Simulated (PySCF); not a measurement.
The system is SH2, in a box.

```
S H
1.0
    11.00000    0.00000    0.00000
     0.00000   11.00000    0.00000
     0.00000    0.00000   10.00000
S H
1 2
Direct
  0.55068 0.46365 0.53591
  0.51453 0.57985 0.52776
  0.45169 0.42396 0.47089
```

Base run:

* Program: PySCF 2.14.0
* Functional: r2SCAN50
* Dispersion: D3(BJ)
* Potentials or basis: pob-tzvp-rev2 (all-electron)
* k mesh: 1 × 1 × 1
* Occupations: fixed
* Spin: no spin polarisation

Its results: gap between the frontier levels 11.22 eV.

After a change of settings the same cell gave: gap between the frontier levels 8.15 eV. Which change was it?
A. functional from r2SCAN50 to B3LYP5; dispersion from D3(BJ) to none
B. functional from r2SCAN50 to HSE06; dispersion from D3(BJ) to D4
C. functional from r2SCAN50 to PBEsol; dispersion from D3(BJ) to D4

A.

Caveats: this is a molecule in a periodic box at the Γ point, so its band gap is the HOMO-LUMO gap; the basis of atomic orbitals isn't converged, which shifts pressures, moduli and gaps; this basis is made for solids and lacks diffuse functions, so gaps of a molecule come out too wide by an eV or more.

Not every run made on this cell is shown here.
